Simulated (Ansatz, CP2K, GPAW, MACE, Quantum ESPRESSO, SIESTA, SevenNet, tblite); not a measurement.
**Σ3 (111)[1-10] symmetric tilt boundary in YRh (48 atoms): other programs against plane waves**

One geometry of Σ3 (111)[1-10] symmetric tilt boundary in YRh (48 atoms) is solved by several programs and methods. How far do their forces lie from a plane-wave PBE run?

Results are calculated, not measured.

**1. The cell**

The cell holds 48 atoms (24 Y and 24 Rh), with edges of 4.82, 8.35 and 24.96 Å. Recipe: CsCl-type YRh (a = 3.407 Å); two grains mirrored in (111), tilt axis [1-10], misorientation 109.47 deg; 1 x 1 boundary periods, 2 lattice periods a grain, two boundaries a cell, upper grain shifted by [0, 0] of the boundary cell and opened by 0.68 Å, no atom removed; not relaxed, displaced by a Gaussian of 0.02 Å. Then every atom was moved at random, 0.02 Å r.m.s. a Cartesian component. The density is 7.62 g/cm³.

**2. The reference input**

Quantum ESPRESSO 7.5: Kohn-Sham DFT, PBE, SSSP efficiency 1.3.0 pseudopotentials, plane waves. Its input, pw.in:

```
&control
  calculation = 'scf'
  pseudo_dir = './pseudo'
  outdir = './tmp'
  disk_io = 'none'
  tprnfor = .true.
  tstress = .true.
/
&system
  ibrav = 0
  nat = 48
  ntyp = 2
  ecutwfc = 45
  ecutrho = 360
  nosym = .true.
  occupations = 'smearing'
  smearing = 'fd'
  degauss = 0.003675
/
&electrons
  conv_thr = 2.4e-07
  electron_maxstep = 100
  mixing_beta = 0.2
  mixing_mode = 'local-TF'
  diagonalization = 'david'
/
ATOMIC_SPECIES
Y 88.906 Y.upf
Rh 102.906 Rh.upf
CELL_PARAMETERS angstrom
4.81823 0.00000 0.00000
0.00000 8.34541 0.00000
0.00000 0.00000 24.96439
ATOMIC_POSITIONS crystal
Y 0.99570 0.00186 0.00185
Rh 0.00067 0.00139 0.11846
Y 0.50008 0.49984 0.99920
Rh 0.49838 0.49658 0.11818
[... 42 atom lines left out ...]
Y 0.49954 0.83662 0.57887
Rh 0.50173 0.82652 0.93378
K_POINTS gamma
```

```console
$ OMP_NUM_THREADS=1 mpirun -np 4 pw.x -in pw.in > output.txt
```

Wall time 3.1 min (4 MPI ranks of Arm Neoverse N1, shared host); peak memory 2.2 GiB.

It converged with an r.m.s. force component of 0.49 eV/Å and a pressure of -4.0 GPa.

**3. What was run beside it**

- CP2K 2026.2: Gaussian basis with GTH pseudopotentials and a plane-wave density; labels give functional, basis (MOLOPT sets; SR short-range, UZH the newer set with its own potentials), grid cutoff/relative cutoff and solver (OT: orbital transformation; TRS4, TC2, SIGN: linear-scaling purification with its sparsity filter), or its built-in tight binding.
- GPAW 26.7.0: PAW with atomic orbitals (LCAO), plane waves or a real-space grid of spacing h.
- MACE: machine-learned potential, published weights.
- Quantum ESPRESSO 7.5: plane waves; labels (QE) give functional, pseudopotential set and cutoffs of waves/density.
- SIESTA 5.4.2: numerical atomic orbitals, whose automatically made sets are far from complete, with PseudoDojo norm-conserving potentials that we converted to its format (checked against plane waves on the same files for H, C, O, Si, Ge and Ca alone); labels give functional, basis size, energy shift and mesh cutoff.
- SevenNet: machine-learned potential, published weights.
- tblite 0.8.0: extended tight binding, driven from Python.

All use the same cell and atoms, and the electronic-structure runs the same k-mesh.

**4. Side by side**

Differences are against the reference: forces as r.m.s. over components, share as that over the reference's r.m.s. force, slope as the fitted ratio of a run's forces to the reference's.

| run | Δ force, r.m.s. (meV/Å) | share (%) | slope | Δ pressure (GPa) | cores | CPU time | memory (GiB) |
| --- | --- | --- | --- | --- | --- | --- | --- |
| reference | - | - | - | - | 4 | 12 min | 2.2 |
| CP2K PBE, DZVP-UZH, 210/60 Ry, diagonalisation (coarse) | 30.3 | 6.20 | 1.026 | 0.384 | 2 | 31 min | 1.6 |
| CP2K PBE, DZVP-UZH, 600/60 Ry, diagonalisation | 29.0 | 5.92 | 1.026 | 0.367 | 4 | 34 min | 6.7 |
| CP2K PBE, SZV-MOLOPT-SR, 600/60 Ry, diagonalisation (coarse) | 114 | 23.3 | 1.133 | 1.11 | 1 | 12 min | 2.9 |
| CP2K PBE, TZV2P-MOLOPT (SR for Y, Rh), 600/60 Ry, diagonalisation | 33.9 | 6.92 | 1.013 | 0.583 | 4 | 47 min | 10 |
| CP2K PBE, TZVP-MOLOPT (SR for Y, Rh), 600/60 Ry, diagonalisation | 33.4 | 6.83 | 1.016 | 0.555 | 4 | 41 min | 8.5 |
| GPAW PBE, plane waves 550 eV | 5.75 | 1.18 | 1.007 | 0.494 | 2 | 19 min | 1.5 |
| MACE MP-0b3 medium potential | 307 | 62.7 | 0.501 | 4.53 | 1 | 12 s | 0.77 |
| QE PBE, sssp-1.3.0-efficiency, 45/360 Ry, rmm-davidson | 0.279 | 0.057 | 1.000 | 0.007 | 4 | 15 min | 2.5 |
| SIESTA PBE, DZP, shift 0.01 Ry, mesh 300 Ry | 30.0 | 6.14 | 1.036 | -1.54 | 2 | 12 min | 1.3 |
| SIESTA PBE, TZP, shift 0.01 Ry, mesh 300 Ry | 27.1 | 5.54 | 1.030 | -1.82 | 2 | 18 min | 1.5 |
| SIESTA vdW-DF, PBE potentials, DZP, shift 0.01 Ry, mesh 300 Ry | 45.0 | 9.20 | 1.063 | 2.18 | 2 | 25 min | 1.8 |
| SevenNet 0 potential | 259 | 53.0 | 0.614 | 4.78 | 1 | 12 s | 0.66 |
| SevenNet l3i5 potential | 253 | 51.6 | 0.621 | 4.63 | 1 | 14 s | 0.87 |
| tblite GFN1-xTB | 403 | 82.5 | 0.394 | 0.215 | 1 | 18 s | 0.12 |

Rows marked coarse were listed beforehand as settings not expected to be converged; some can still land near the reference.

Times of the machine-learned potentials are mostly Python's start and the loading of weights.

Runs without a result: GPAW PBE, LCAO dzp, h 0.2 Å (cut off at its time limit); CP2K GFN1-xTB, diagonalisation (not converged); SIESTA PBE, SZP, shift 0.01 Ry, mesh 300 Ry (cut off at its time limit); SIESTA PBE, DZP, shift 0.002 Ry, mesh 300 Ry (cut off at its time limit); GPAW PBE, LCAO dzp, h 0.2 Å, other mixer settings (cut off at its time limit); GPAW PBE, LCAO szp(dzp), h 0.2 Å (cut off at its time limit); GPAW PBE, LCAO dzp, h 0.16 Å (cut off at its time limit).

CPU time is summed over cores on shared hosts, so it is rough.

**5. What came out**

Forces lie from 0.057 % (QE PBE, sssp-1.3.0-efficiency, 45/360 Ry, rmm-davidson) to 82 % (tblite GFN1-xTB) of the reference's r.m.s. force of 0.49 eV/Å away from it. Other PBE runs on plane waves or a grid: GPAW PBE, plane waves 550 eV 1.2 % and QE PBE, sssp-1.3.0-efficiency, 45/360 Ry, rmm-davidson 0.057 % of the r.m.s. force; the reference has errors of its own, so differences under a few per cent don't tell which side is nearer the exact PBE result. With the reference's own potentials and cutoffs, another solver or threshold moves forces by 0.057 % (QE PBE, sssp-1.3.0-efficiency, 45/360 Ry, rmm-davidson). The PBE runs in local orbitals, coarse settings apart, differ by 5.5 % (SIESTA PBE, TZP, shift 0.01 Ry, mesh 300 Ry) to 6.9 % (CP2K PBE, TZV2P-MOLOPT (SR for Y, Rh), 600/60 Ry, diagonalisation); basis, grid and potentials can all enter.

Tight binding differs by 82 % (tblite GFN1-xTB); it is another model, with fitted parameters of its own, and the xTB methods hold dispersion. Machine-learned potentials differ by 52 % (SevenNet l3i5 potential) to 63 % (MACE MP-0b3 medium potential); they were trained on other programs' data. The reference samples few k-points for this cell, and its sampling error, which other DFT runs on the same mesh share, can be part of so large a difference. Among those trained on PBE data the slope goes as low as 0.50, with a correlation of 0.80, so directions differ as well as sizes. Rows with another functional or a dispersion term differ by 9.2 % (SIESTA vdW-DF, PBE potentials, DZP, shift 0.01 Ry, mesh 300 Ry), which mixes the change of model with differences of basis and potentials, some of them made for another functional. Runs with settings chosen to be coarse differ by 6.2 % (CP2K PBE, DZVP-UZH, 210/60 Ry, diagonalisation) to 23 % (CP2K PBE, SZV-MOLOPT-SR, 600/60 Ry, diagonalisation), their programs' other errors included. CP2K PBE, SZV-MOLOPT-SR, 600/60 Ry, diagonalisation stiffens the forces by a factor of 1.13 while following their directions (correlation 0.986); the slopes of the 5 CP2K runs lie between 1.01 and 1.13. From CP2K PBE, DZVP-UZH, 210/60 Ry, diagonalisation to the finer CP2K PBE, DZVP-UZH, 600/60 Ry, diagonalisation the share goes from 6.20 to 5.92 %, so the grid isn't what parts these runs from the reference. Pressures at PBE, coarse settings apart, lie -1.82 to +0.58 GPa from the reference's.

Caveats: Periodic xTB results under one method name differ between programs and library versions. The potentials hold different valence shells: 672 electrons in the reference, 480 in CP2K with TZVP-MOLOPT and 624 in GPAW; this bears on time and differences. The reference's pressure holds the uncorrected Pulay stress of its 45 Ry basis, so small pressure differences may be the reference's own error. Machine-learned potentials mimic data converged in k, so the reference's own k-point error enters their differences. The cell is under 6 Å thick along one periodic direction, so every atom has periodic images of itself close by, which move with it. The reference's stress is far from hydrostatic: its diagonal is -16.4, 2.5, 1.9 GPa, compression counted positive. The host structure and its lattice constant were typed by rule, without a check against the phase diagram. The electronic-structure runs sample only Γ, in a cell whose shortest periodic width is 5 Å, which is coarse for a cell with partly filled levels. The reference's pressure of -4.0 GPa reflects the volume that the recipe set, positions that aren't this level's minimum and the coarse k-sampling. Spin–orbit coupling is left out. The reference has no spin polarisation, so local moments can't form. Where levels are smeared, the DFT runs use Fermi–Dirac occupations at 580 K (0.05 eV), and energies are free energies. The atoms were displaced at random, and shares hang on the size of the forces that this gives. The reference's cutoffs and mesh weren't converged further here.

[Logs are printed without paths, hosts, clocks, repeated set-up lines and the standing remarks that a program may print on its own settings, such as how far it seeks lower states.]

[Hosts, paths, dates, database ids (printed as entryN), source tags and the programs' standing remarks are cut or masked in the printed files.]

[Cells were taken only where this reference lay near another plane-wave run.]
